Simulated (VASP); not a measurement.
# KF (Carobbiite) (Fm-3m) in VASP: notebook

One crystal, KF (Carobbiite), is run at these levels: PBEsol; tasks: single point.

Everything below comes from runs of VASP 6.6.1. Logs are shortened: lines on timing, memory, paths and dates and some standing lists are left out, and cuts for length are marked.

### Step 1. Starting point

Symmetry: Fm-3m, No. 225, cubic system. Conventional cell: a = 5.344 Å, b = 5.344 Å, c = 5.344 Å, α = 90.00°, β = 90.00°, γ = 90.00°. K (site symmetry m-3m) has 6 F at 2.67 Å as nearest neighbours. F (site symmetry m-3m) has 6 K at 2.67 Å as nearest neighbours.

### Step 2. Single point, PBEsol

Contents of INCAR:

```
ADDGRID = F
ALGO = Normal
EDIFF = 1E-6
ENCUT = 460
GGA = PS
ISIF = 2
ISMEAR = 0
LASPH = T
LCHARG = F
LREAL = F
LWAVE = F
NBANDS = 15
NELM = 100
PREC = Accurate
SIGMA = 0.05
```

Contents of KPOINTS:

```
k-points
0
Gamma
  8 8 8
```

Contents of POSCAR:

```
KF
1.0
    0.0000000000      2.6718500000      2.6718500000
    2.6718500000      0.0000000000      2.6718500000
    2.6718500000      2.6718500000      0.0000000000
K F
1 1
Direct
    0.0000000000      0.0000000000      0.0000000000
    0.5000000000      0.5000000000      0.5000000000
```

Potentials or basis: VASP PAW PBE potentials, release 64 (K_sv, F).

On the command line:

```
> cat potpaw_PBE.64/K_sv/POTCAR potpaw_PBE.64/F/POTCAR > POTCAR
> mpirun -np 1 vasp_std > vasp.out
```

OUTCAR:

```text
EDIFF = 1E-6
   ENCUT = 460
   GGA = PS
   ISIF = 2
   ISMEAR = 0
   LASPH = T
   LREAL = F
   NELM = 100
   PREC = Accurate

 Found     29 irreducible k-points:

 Following reciprocal coordinates:
            Coordinates               Weight
  0.000000  0.000000  0.000000      1.000000
  0.125000  0.000000  0.000000      8.000000
  0.250000  0.000000  0.000000      8.000000
  0.375000  0.000000  0.000000      8.000000
  0.500000  0.000000  0.000000      4.000000
  0.125000  0.125000  0.000000      6.000000
   k-points           NKPTS =     29   k-points in BZ     NKDIM =     29   number of bands    NBANDS=     15
   number of dos      NEDOS =    301   number of ions     NIONS =      2
   total plane-waves  NPLWV =  21952
   dimension x,y,z NGX =    28 NGY =   28 NGZ =   28
   dimension x,y,z NGXF=    56 NGYF=   56 NGZF=   56
   ions per type =               1   1
   NGX,Y,Z   is equivalent  to a cutoff of  12.32, 12.32, 12.32 a.u.
   NGXF,Y,Z  is equivalent  to a cutoff of  24.64, 24.64, 24.64 a.u.
 SYSTEM =  unknown system
   PREC   = accura    normal or accurate (medium, high low for compatibility)
   ISTART =      0    job   : 0-new  1-cont  2-samecut
   ICHARG =      2    charge: 1-file 2-atom 10-const
   ISPIN  =      1    spin polarized calculation?
   LNONCOLLINEAR =      F non collinear calculations
   LSORBIT =      F    spin-orbit coupling
   LASPH  =      T    aspherical Exc in radial PAW
   ENCUT  =  460.0 eV  33.81 Ry    5.81 a.u.   6.61  6.61  6.61*2*pi/ulx,y,z
   NELM   =    100;   NELMIN=  2; NELMDL= -5     # of ELM steps
   EDIFF  = 0.1E-05   stopping-criterion for ELM
   LREAL  =      F    real-space projection
   EDIFFG = 0.1E-04   stopping-criterion for IOM
   NSW    =      0    number of steps for IOM
   IBRION =     -1    ionic relax: 0-MD 1-quasi-New 2-CG
   NFREE  =      0    steps in history (QN), initial steepest desc. (CG)
   ISIF   =      2    stress and relaxation
   ISYM   =      2    0-nonsym 1-usesym 2-fastsym
   POTIM  = 0.5000    time-step for ionic-motion
   TEBEG  =    0.0;   TEEND  =   0.0 temperature during run
   PSTRESS=    0.0 pullay stress
   NELECT =      16.0000    total number of electrons
   NUPDOWN=      -1.0000    fix difference up-down
   EMIN   =  10.00;   EMAX   =-10.00  energy-range for DOS
   EFERMI =   0.00;   METHOD = LEGACY
   ISMEAR =     0;   SIGMA  =   0.05  broadening in eV -4-tet -1-fermi 0-gaus
   EFERMI_NEDOS =   21; number of points for ismear=-14 and -15
   IALGO  =     38    algorithm
   IMIX   =      4    mixing-type and parameters
     AMIX     =   0.40;   BMIX     =  1.00
     AMIX_MAG =   1.60;   BMIX_MAG =  1.00
  volume/ion in A,a.u.               =      19.07       128.72
  Fermi-wavevector in a.u.,A,eV,Ry     =   1.225442  2.315750 20.431978  1.501708
  Thomas-Fermi vector in A             =   2.360480
   LORBIT       =      0    0 simple, 1 ext, 2 COOP (PROOUT), +10 PAW based schemes
   GGA     = PS    functional components
   LHFCALC =     F    Hartree Fock is set to
   AEXX    =    0.0000 exact exchange contribution
   IVDW    =     0    specifies the selected vdW correction
   LEPSILON=     F    determine dielectric tensor
   LRPA    =     F    only Hartree local field effects (RPA)
 non-spin polarized calculation
 Gauss-broadening in eV      SIGMA  =   0.05
  energy-cutoff  :      460.00
  volume of cell :       38.15
 maximum number of plane-waves:       877
 NGX is ok and might be reduce to    28
   NGX = 13   NGY = 13   NGZ = 13

 number of electron      16.0000002 magnetization

 Free energy of the ion-electron system (eV)
  ---------------------------------------------------
  ext. energy  EPLUGINS =         0.00000000
  ---------------------------------------------------
  free energy    TOTEN  =        -8.52254071 eV

  energy without entropy =       -8.52254071  energy(sigma->0) =       -8.52254071

 E-fermi :  -2.7090     XC(G=0):  -8.6080

 val. band max:       -2.9119746283   @ k =   0.0000   0.0000   0.0000
 cond. band min:       3.1221582421   @ k =   0.0000   0.0000   0.0000
 fundamental gap:      6.0341328704
 Fermi energy:        -2.7089640991

 k-point     1 :       0.0000    0.0000    0.0000
  band No.  band energies     occupation
      1     -28.8731      2.00000
      2     -21.4366      2.00000
      3     -12.1841      2.00000
      4     -12.1841      2.00000
      5     -12.1841      2.00000
      6      -2.9120      2.00000
      7      -2.9120      2.00000
      8      -2.9120      2.00000
      9       3.1222      0.00000
     10       7.7272      0.00000
     11       7.7272      0.00000
     12       7.7272      0.00000
     13       9.4015      0.00000
     14       9.4015      0.00000
     15      13.8114      0.00000

 k-point     2 :       0.1250    0.0000    0.0000
  band No.  band energies     occupation
      1     -28.8589      2.00000
      2     -21.4500      2.00000
      3     -12.2260      2.00000
      4     -12.1897      2.00000
      5     -12.1897      2.00000
      6      -3.0562      2.00000
      7      -2.9661      2.00000
      8      -2.9661      2.00000
      9       3.5588      0.00000
     10       7.4649      0.00000
     11       7.9398      0.00000
     12       7.9398      0.00000
     13       9.5479      0.00000
     14       9.5479      0.00000
     15      14.5831      0.00000

 k-point     3 :       0.2500    0.0000    0.0000
  band No.  band energies     occupation
      1     -28.8243      2.00000
      2     -21.4809      2.00000
      3     -12.3260      2.00000
      4     -12.2030      2.00000
      5     -12.2030      2.00000
      6      -3.3609      2.00000
      7      -3.0931      2.00000
      8      -3.0931      2.00000
      9       4.6457      0.00000
     10       7.1015      0.00000
     11       8.4664      0.00000
     12       8.4664      0.00000
     13      10.0042      0.00000
     14      10.0042      0.00000
     15      15.6533      0.00000

 k-point     4 :       0.3750    0.0000    0.0000
  band No.  band energies     occupation
      1     -28.7893      2.00000
      2     -21.5131      2.00000
      3     -12.4247      2.00000
      4     -12.2160      2.00000
      5     -12.2160      2.00000
      6      -3.6236      2.00000
      7      -3.2165      2.00000
      8      -3.2165      2.00000
      9       5.7394      0.00000
     10       7.1760      0.00000
     11       8.9620      0.00000
     12       8.9620      0.00000
     13      10.8089      0.00000
     14      10.8089      0.00000
     15      14.2105      0.00000

 k-point     5 :       0.5000    0.0000    0.0000
  band No.  band energies     occupation
      1     -28.7747      2.00000
      2     -21.5271      2.00000
      3     -12.4651      2.00000
      4     -12.2213      2.00000
      5     -12.2213      2.00000
      6      -3.7237      2.00000
      7      -3.2668      2.00000
      8      -3.2668      2.00000
      9       6.0660      0.00000
     10       7.5535      0.00000
     11       9.1411      0.00000
     12       9.1411      0.00000
     13      11.4118      0.00000
     14      11.4118      0.00000
     15      13.2214      0.00000

 k-point     6 :       0.1250    0.1250    0.0000
  band No.  band energies     occupation
      1     -28.8544      2.00000
      2     -21.4524      2.00000
      3     -12.2159      2.00000
      4     -12.2159      2.00000
      5     -12.2033      2.00000
      6      -3.1617      2.00000
      7      -2.9310      2.00000
      8      -2.9310      2.00000
      9       3.6761      0.00000
     10       7.1588      0.00000
     11       8.1360      0.00000
     12       8.1360      0.00000
     13       9.5620      0.00000
     14       9.5782      0.00000
     15      14.8354      0.00000

 [... further k-points ...]

------------------------ aborting loop because EDIFF is reached ----------------------------------------

  FORCE on cell =-STRESS in cart. coord.  units (eV):
  Direction    XX          YY          ZZ          XY          YZ          ZX
  --------------------------------------------------------------------------------------
  -------------------------------------------------------------------------------------
  Total       -0.3487054     -0.3487054     -0.3487054      0.0000000      0.0000000      0.0000000
  in kB      -14.6454621    -14.6454621    -14.6454621      0.0000000      0.0000000      0.0000000
  external PRESSURE =     -14.6454621 kB  Pullay stress =       0.0000000 kB

 VOLUME and BASIS-vectors are now :
 -----------------------------------------------------------------------------
  energy-cutoff  :      460.00
  volume of cell :       38.15
      direct lattice vectors                 reciprocal lattice vectors
     0.000000000  2.671850000  2.671850000    -0.187136254  0.187136254  0.187136254
     2.671850000  0.000000000  2.671850000     0.187136254 -0.187136254  0.187136254
     2.671850000  2.671850000  0.000000000     0.187136254  0.187136254 -0.187136254

 POSITION                                       TOTAL-FORCE (eV/Angst)
 -----------------------------------------------------------------------------------
      0.00000      0.00000      0.00000        -0.000000      0.000000      0.000000
      2.67185      2.67185      2.67185         0.000000     -0.000000     -0.000000
 -----------------------------------------------------------------------------------
    total drift:                                0.000000      0.000000      0.000000

  FREE ENERGIE OF THE ION-ELECTRON SYSTEM (eV)
  ---------------------------------------------------
  free  energy   TOTEN  =        -8.5225407109 eV

  energy  without entropy=       -8.5225407108  energy(sigma->0) =       -8.52254071
```

It took 9.9 s on 1 thread of Intel Xeon Platinum 8488C (Sapphire Rapids), shared host; peak memory 0.15 GiB.

These settings aren't checked as converged: the numbers below hold their error.

What came out:

| Quantity | Value |
| --- | --- |
| Free energy | -8.5225 eV |
| Pressure | -1.5 GPa |
| Band gap on the k mesh | 6.03 eV, direct |

Caveat: the cutoff is under 1.25 times the usual one of these potentials, so pressure, stress and relaxed cells hold a basis-set (Pulay) error; the PAW data sets were made with another functional, which shifts forces and pressure a little.

### Step 3. Single point, PBEsol

INCAR: that of step 2 with these lines changed.

```diff
@@ -6,3 +6,3 @@
 ISIF = 2
-ISMEAR = 0
+ISMEAR = -5
 LASPH = T
```

KPOINTS is that of step 2.

POSCAR is that of step 2.

Potentials or basis: VASP PAW PBE potentials, release 64 (K_sv, F).

On the command line:

```
> cat potpaw_PBE.64/K_sv/POTCAR potpaw_PBE.64/F/POTCAR > POTCAR
> mpirun -np 1 vasp_std > vasp.out
```

It took 9.3 s on 1 thread of Intel Xeon Platinum 8488C (Sapphire Rapids), shared host; peak memory 0.16 GiB.

The run converged, but some of its settings lie outside the range that counts as converged, so its numbers aren't taken as properties of the crystal.

What came out:

```
Free energy            : -8.5225 eV
Pressure               : -1.5 GPa
Band gap on the k mesh : 6.03 eV, direct
```

Caveat: the cutoff is under 1.25 times the usual one of these potentials, so pressure, stress and relaxed cells hold a basis-set (Pulay) error; the PAW data sets were made with another functional, which shifts forces and pressure a little.
